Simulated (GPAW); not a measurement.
# B in GPAW: convergence with basis set

B:

```
B
1.0
     1.62456    0.00000    0.00000
     0.00000    2.86615    0.00000
     0.00000    0.00000    3.91440
B
2
Direct
  0.99998 0.51209 0.61590
  0.51403 0.00547 0.39753
```

The cell was built by a generator and needn't be a form met in nature.

The cell isn't the ideal one: atoms moved at random, drawn with an rms of 0.05 Å.

| Quantity | Value |
| --- | --- |
| Program | GPAW 26.7.0 |
| Task | convergence study |
| Functional | RPBE |
| Potentials or basis | the program's PAW data sets (release 1.2.1) made for this functional |
| Basis | lcao:sz(dzp) |
| Grid spacing | 0.16 Å |
| k mesh | 10 × 6 × 4 |
| Occupations | fermi-dirac, width 0.05 eV |
| Spin | no spin polarisation |

These are the settings of the first run; the series varies basis set, with any setting tied to it.

Hardware: 1 thread of Arm Neoverse V1, with other jobs on the host.

```csv
basis set,"energy less the tightest run, at zero smearing (meV/atom)",largest force (eV/Å),SCF cycles,CPU time (s),peak memory (GiB)
lcao:sz(dzp),1323.36,3.031,8,140,0.13
lcao:szp(dzp),702.91,1.514,8,540,0.15
lcao:dz(dzp),367.21,0.507,9,200,0.14
lcao:dzp,160.16,0.464,9,680,0.16
fd,-0.88,0.294,14,45,0.25
pw,0.00,0.291,10,20,0.16
```

Against the tightest run, the energy stays within 1 meV/atom from fd on; the largest force stays within 0.005 eV/Å from fd on. The tightest run that finished is the yardstick and may itself not be fully converged.

Caveat, for the tightest run too: the k mesh is coarse (spacing up to 0.40 Å⁻¹), so the values aren't converged.
